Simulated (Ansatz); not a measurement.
Rock-salt LiI was calculated with BLYP (PAW; Ansatz, a program for electronic structure).

Numerical settings: plane-wave cutoff 520 eV, 10×10×10 k mesh, Fermi–Dirac smearing 0.01 eV, scalar-relativistic PAW data made under PBE.

Computed points:

| V (Å³/atom) | E − E_lowest (meV/atom) | P (GPa) |
|---|---|---|
| 27.729 | 6.09 | 1.174 |
| 28.319 | 2.59 | 0.737 |
| 28.909 | 0.61 | 0.345 |
| 29.499 | 0.00 | -0.006 |
| 30.089 | 0.61 | -0.320 |
| 30.679 | 2.32 | -0.602 |
| 31.269 | 5.01 | -0.854 |

Estimate the bulk modulus from the pressures at 28.909 and 30.089 Å³/atom, and compare it with a fit to all energies.

B = −V dP/dV. Between V = 28.909 and 30.089 Å³/atom, dP/dV = (-0.320 − (0.345))/(30.089 − 28.909) = -0.564 GPa per Å³/atom; at the midpoint 29.499 Å³/atom this gives B ≈ 16.6 GPa. The third-order Birch–Murnaghan fit gives V0 = 29.489 Å³/atom, B0 = 16.6 GPa, B′ = 4.5, which lies within 1 % of that estimate.

Measured, for comparison: bulk modulus 24 GPa (0 K, extrapolated to 0 K; as tabulated in Doll and Stoll (1998), arXiv:cond-mat/9801031). Computed (rounded) less measured: bulk modulus -31 %.

Spin–orbit coupling is not included.

Computed values are for the static lattice.
